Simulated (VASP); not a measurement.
Runs of VASP 6.6.1 on BN. The structure is trigonal, space group R3m (No. 160). The conventional cell has a = 2.502 Å, b = 2.502 Å, c = 10.119 Å, α = 90.00°, β = 90.00°, γ = 120.00°. N (site symmetry 3m) is surrounded by 3 B at 1.44 Å. B (site symmetry 3m) has 3 N at 1.44 Å as nearest neighbours. The cell is a database's computed one.

| task | level | cell | cutoff (eV) | smearing | gap on the mesh (eV) | pressure (GPa) | relaxed volume (Å³/atom) |
| --- | --- | --- | --- | --- | --- | --- | --- |
| relaxation of cell and atoms | PBE+D4 | relaxed | 600 | fermi-dirac 0.05 eV | (c) | 0.0 | 8.80 |
| relaxation of cell and atoms | PBE+MBD | relaxed | 600 | fermi-dirac 0.05 eV | 4.23 | 0.0 | (d) |
| relaxation of cell and atoms | PBE+D3(BJ) | relaxed | 600 | fermi-dirac 0.05 eV | (a) | 0.1 | (b) |
| single point | PBE | as given | 520 | gaussian 0.028 eV | 4.28 | 3.6 | - |
| relaxation of cell and atoms | PBE+TS | relaxed | 600 | fermi-dirac 0.05 eV | 4.25 | 0.1 | 8.98 |
| relaxation of cell and atoms | PBEsol+D3 | relaxed | 600 | fermi-dirac 0.05 eV | 4.02 | 0.1 | 8.62 |
| relaxation of cell and atoms | PBE+rVV10 | relaxed | 600 | fermi-dirac 0.05 eV | 4.21 | 0.0 | 9.21 |
| relaxation of cell and atoms | PBE+D3 | relaxed | 600 | fermi-dirac 0.05 eV | 4.27 | 0.0 | 9.19 |

Alike in all rows: potentials or basis VASP PAW PBE potentials, release 64 (N, B); no spin polarisation; k mesh 12 × 12 × 12.

Problem. Estimate the missing entries.

Solution. (a) 4.22; (b) 8.88; (c) 4.18; (d) 8.91.

Caveats: the PAW data sets were made with another functional, which shifts forces and pressure a little (some runs).

A k mesh can miss the band edges.
